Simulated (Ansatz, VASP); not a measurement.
**Na in VASP and in Ansatz**

INCAR

```
SYSTEM = Na
PREC = Accurate
ENCUT = 520
EDIFF = 1E-6
ISMEAR = -1
SIGMA = 0.05
LREAL = .FALSE.
LASPH = .TRUE.
NELM = 60
ALGO = Fast
ISIF = 2
LWAVE = .FALSE.
LCHARG = .FALSE.
GGA = CA
NBANDS = 14
```

KPOINTS

```
regular mesh
0
G
  8 8 5
  0 0 0
```

Contents of POSCAR:

```
Na
1.0
    3.8408815021      0.0000000000      0.0000000000
   -1.9204407510      3.3263009538      0.0000000000
    0.0000000000      0.0000000000      6.2746973092
Na
2
Direct
    0.6666666667      0.3333333333      0.7500000000
    0.3333333333      0.6666666667      0.2500000000
```

Contents of input.yaml:

```yaml
crystal:
  lattice:
    - [3.8408815021, 0.0, 0.0]
    - [-1.920440751, 3.3263009538, 0.0]
    - [0.0, 0.0, 6.2746973092]
  atoms:
    - { symbol: Na, position: [0.6666666667, 0.3333333333, 0.75] }
    - { symbol: Na, position: [0.3333333333, 0.6666666667, 0.25] }
kpoints:
  mp_grid: { grid: [8, 8, 5] }
scf:
  occupations: { method: fermi_dirac, width: 0.05 }
hamiltonian:
  xc: lda
  pseudopotentials: { kind: all_electron, lapw: { basis_error: 0.001 } }
output:
  forces: true
  stress: true
  eigenvalues: true
```

Change from the starting cell: volume scaled by 1.06.

Alike in both runs: task single point; functional LDA; k mesh 8 × 8 × 5; occupations fermi-dirac, width 0.05 eV; no spin polarisation.

|  | VASP | Ansatz |
| --- | --- | --- |
| version | VASP 6.6.1 | Ansatz 0.2.0 |
| potentials or method | VASP PAW LDA potentials, release 64 (Na_pv) | all-electron LAPW, scalar-relativistic |
| plane-wave cutoff (eV) | 520 | see its input |

|  | VASP | Ansatz | Ansatz less VASP |
| --- | --- | --- | --- |
| gap on the k mesh at the Fermi level (eV) | none | none | - |
| pressure (GPa) | -1.2 | -1.2 | +0.03 |
| largest component of the traceless stress (GPa) | 0.15 | 0.15 | -0.001 |

A gap of «none» marks a metal or a gap that the smearing closes. Ansatz ran all-electron here, so the differences hold the error of VASP's frozen core and of both bases.
